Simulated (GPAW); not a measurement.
Two runs for the B K edge of atom 2 in BP (F-43m). Run A: GPAW, LDA, full core hole (charged cell), 12-atom cell with 5.6 Å between holes, 5×5×5 k points, dipole transitions, Gaussian full width 0.9 eV up to 4 eV, rising linearly to 3.5 eV at 25 eV. Run B differs in one choice.

Energy from the lowest empty level; intensity scaled to a mean of 1 over the first 20 eV:

```tsv
E (eV)	A	B
-2.0	0.00	0.00
-1.0	0.00	0.00
0.0	0.10	0.07
1.0	0.97	0.75
2.0	1.74	1.50
3.0	1.57	1.51
4.0	1.47	1.33
5.0	1.24	1.20
6.0	1.33	1.20
7.0	1.36	1.40
8.0	1.23	1.31
9.0	1.04	1.19
10.0	0.98	1.04
11.0	1.01	1.04
12.0	0.88	0.99
13.0	0.65	0.82
14.0	0.60	0.62
15.0	0.78	0.60
16.0	0.90	0.81
17.0	0.73	0.95
18.0	0.56	0.78
19.0	0.52	0.57
20.0	0.52	0.50
21.0	0.52	0.51
22.0	0.48	0.51
23.0	0.44	0.48
24.0	0.42	0.44
25.0	0.46	0.43
26.0	0.53	0.46
```

Q: What was changed?
a) the size of the supercell
b) the broadening
c) the k mesh of the spectrum
d) the volume of the cell

(d): run B changes the volume scale from 1 to 0.94. Against the first run the r.m.s. difference is 13 %. The highest intensity below 16 eV goes from 2.4 eV (1.84) to 2.5 eV (1.68). Other settings could leave a like mark; this is the one that was changed.

[Banner, clock and machine lines of the logs are left out without a mark of their own.]

[Logs are printed without paths, hosts, clocks, repeated set-up lines and the standing remarks that a program may print on its own settings, such as how far it seeks lower states.]

[Hosts, paths, dates, database ids (printed as entryN), source tags and the programs' standing remarks are cut or masked in the printed files.]

[Lists of maxima count a maximum above −3 eV only where it reaches 4 % of the highest in the window and stands out from its surroundings by 2 % of it (1.5 % where it reaches 55 %); shoulders and weaker maxima are passed over, and of the rest the first, up to two pre-edge ones and the few strongest are named.]
